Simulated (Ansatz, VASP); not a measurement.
## TiC: VASP beside Ansatz

```
Ti C
1.0
     0.00000    2.13054    2.13054
     2.13054    0.00000    2.13054
     2.13054    2.13054    0.00000
Ti C
1 1
Direct
  0.00000 0.00000 0.00000
  0.50000 0.50000 0.50000
```

Alike in both runs: task relaxation of cell and atoms; functional LDA; k mesh 16 × 16 × 16; occupations gaussian, width 0.1 eV; no spin polarisation.

|  | VASP | Ansatz |
| --- | --- | --- |
| version | VASP 6.6.1 | Ansatz 0.2.0 |
| potentials or method | VASP PAW LDA potentials, release 64 (Ti_sv, C) | scalar-relativistic, plane waves, PAW |
| plane-wave cutoff (eV) | 600 | 420 |
| valence electrons in the cell | 16 | 16 |

```tsv
	VASP	Ansatz	Ansatz less VASP
gap on the k mesh at the Fermi level, each at its own relaxed structure (eV)	none	none	-
relaxed volume (Å³/atom)	9.69	9.67	-0.020
relaxed cell length with the largest relative difference (Å)	3.015	3.013	-0.0021
```

A gap of «none» marks a metal or a gap that the smearing closes.
